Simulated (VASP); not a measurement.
A VASP 6.6.1 single-point calculation on SnO

INCAR

```
EDIFF = 1E-7
NBANDS = 28
IBRION = -1
NELM = 120
LREAL = .FALSE.
ENCUT = 520
LWAVE = .FALSE.
PREC = Low
LCHARG = .FALSE.
SIGMA = 0.02
ISIF = 2
ISMEAR = -1
NSW = 0
LASPH = .TRUE.
GGA = RP
```

KPOINTS

```
KPOINTS created by Atomic Simulation Environment
0
Gamma
6 6 6
0 0 0
```

POSCAR

```
Sn O
 1.0000000000000000
     3.8684398229000001    0.0000000000000000    0.0000000000000000
     0.0000000000000000    3.8684398229000001    0.0000000000000000
     0.0000000000000000    0.0000000000000000    4.8535549723999996
 Sn  O
   2   2
Cartesian
  0.0000000000000000  1.9342199114500001  1.1264054007556932
  1.9342199114500001  0.0000000000000000  3.7271495716443059
  1.9342199114500001  1.9342199114500001  0.0000000000000000
 -0.0000000000000000  0.0000000000000000  0.0000000000000000
```

The recommended PBE PAW datasets give the neutral cell 40 valence electrons.

Command

```
mpirun -np 1 vasp_std
```

**Question.** How does this run end, and what does it give?

**Answer.** It converged. Results: gap between bands v and c on the k mesh 0.43 eV; least direct gap on the k mesh 2.00 eV; pressure 5.1 GPa; largest force 0.71 eV/Å. Band v is the last that the valence electrons fill when counted band by band, and c is the next.

OSZICAR

```
N       E                     dE             d eps       ncg     rms          rms(c)
DAV:   1     0.419957871391E+03    0.41996E+03   -0.19966E+04  2352   0.217E+03
DAV:   2     0.383341309943E+02   -0.38162E+03   -0.36558E+03  2348   0.543E+02
DAV:   3    -0.219472043636E+02   -0.60281E+02   -0.59242E+02  2528   0.180E+02
DAV:   4    -0.248104774742E+02   -0.28633E+01   -0.28499E+01  2564   0.422E+01
DAV:   5    -0.248788684805E+02   -0.68391E-01   -0.68382E-01  2500   0.701E+00    0.118E+01
DAV:   6    -0.211666646990E+02    0.37122E+01   -0.17218E+01  3600   0.444E+01    0.496E+00
DAV:   7    -0.211785105840E+02   -0.11846E-01   -0.20400E+00  2636   0.853E+00    0.254E+00
DAV:   8    -0.211825358659E+02   -0.40253E-02   -0.29010E-01  3012   0.380E+00    0.846E-01
DAV:   9    -0.211784231282E+02    0.41127E-02   -0.53457E-02  3524   0.231E+00    0.261E-01
DAV:  10    -0.211804443520E+02   -0.20212E-02   -0.82316E-03  2860   0.761E-01    0.137E-01
DAV:  11    -0.211802722239E+02    0.17213E-03   -0.23378E-03  3272   0.428E-01    0.355E-02
DAV:  12    -0.211803286364E+02   -0.56412E-04   -0.30927E-04  2336   0.102E-01    0.467E-02
DAV:  13    -0.211803104193E+02    0.18217E-04   -0.92935E-05  2752   0.892E-02    0.374E-03
DAV:  14    -0.211803112003E+02   -0.78101E-06   -0.12376E-05  2496   0.207E-02    0.626E-03
DAV:  15    -0.211803114138E+02   -0.21345E-06   -0.39892E-07  2532   0.561E-03    0.295E-03
DAV:  16    -0.211803117544E+02   -0.34057E-06   -0.28199E-07  1944   0.395E-03    0.577E-04
DAV:  17    -0.211803117838E+02   -0.29415E-07   -0.26755E-08  1260   0.151E-03
   1 F= -.21180312E+02 E0= -.21180312E+02  d E =-.174140E-06
```

For comparison, a separate PBE run of the intended cell, on usual settings and not on those above, gives a gap of 0.44 eV on its mesh and a pressure of 2.4 GPa.
